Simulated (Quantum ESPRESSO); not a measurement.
Au, a slab with vacuum:

```
CELL_PARAMETERS angstrom
2.90000 0.00000 0.00000
-1.45000 2.51147 0.00000
0.00000 0.00000 24.76000
ATOMIC_POSITIONS crystal
Au 0.66667 0.33333 0.30291
Au 0.33333 0.66667 0.40145
Au 0.66667 0.33333 0.50000
Au 0.33333 0.66667 0.59855
Au 0.66667 0.33333 0.69709
```

The slab is cut from a database's or a generator's crystal, which needn't be the stable form of the element.

A sound run:

| Item | Value |
| --- | --- |
| Program | Quantum ESPRESSO 7.5 |
| Task | work function |
| Functional | PBE |
| Potentials or basis | PseudoDojo 0.4.1 SR PBE standard |
| Cutoff | 1034 eV |
| Density cutoff | 4136 eV |
| k mesh | 11 × 11 × 1 |
| Occupations | fermi-dirac, width 0.05 eV |
| Spin | no spin polarisation |

It gives largest force 0.127 eV/Å; band gap on the k mesh none (metal or under the smearing width).

**Question.** What do these careless settings give instead: cutoff 408 eV in place of 1034 eV; density cutoff 1660 eV in place of 4136 eV?

**Answer.** Largest force 0.139 eV/Å; band gap on the k mesh none (metal or under the smearing width). The run converged, but these numbers show the error of the settings and aren't properties of the slab.
